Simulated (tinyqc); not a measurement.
Pariser-Parr-Pople SCF with singles CI, for the molecule Oc1ccccc1 (SMILES; centres numbered as the heavy atoms are written), step by step. One step of it, computed by the program tinyqc.

Question. Iteration 2: orbitals and new P. Diagonalise F (the basis is taken as orthonormal) and form P = 2 sum c c over the lowest orbitals.

F (eV):
```
,1O,2C,3C,4C,5C,6C,7C
1O,-10.705920,-3.144558,0.335771,0.108687,-0.266441,0.108687,0.335771
2C,-3.144558,-5.784216,-4.122019,-0.068258,0.720655,-0.068258,-4.122019
3C,0.335771,-4.122019,-5.454772,-4.442094,0.129490,0.503696,-0.162528
4C,0.108687,-0.068258,-4.442094,-5.000996,-4.176513,0.121138,0.503696
5C,-0.266441,0.720655,0.129490,-4.176513,-4.829107,-4.176513,0.129490
6C,0.108687,-0.068258,0.503696,0.121138,-4.176513,-5.000996,-4.442094
7C,0.335771,-4.122019,-0.162528,0.503696,0.129490,-4.442094,-5.454772
```

pi electrons, sum of z_r less the charge = 8

Give: orbital energies; P after iteration 2.

Answer.

orbital energies (eV): -13.8603  -11.6439  -10.1537  -9.0126  -0.2607  -0.1496  2.8501

P after iteration 2:
```
,1O,2C,3C,4C,5C,6C,7C
1O,1.8887,0.3308,-0.1909,-0.0358,0.1594,-0.0358,-0.1909
2C,0.3308,0.9943,0.6217,0.0006,-0.3428,0.0006,0.6217
3C,-0.1909,0.6217,1.0518,0.6895,-0.0373,-0.3103,0.0346
4C,-0.0358,0.0006,0.6895,0.9934,0.6533,0.0106,-0.3103
5C,0.1594,-0.3428,-0.0373,0.6533,1.0267,0.6533,-0.0373
6C,-0.0358,0.0006,-0.3103,0.0106,0.6533,0.9934,0.6895
7C,-0.1909,0.6217,0.0346,-0.3103,-0.0373,0.6895,1.0518
```
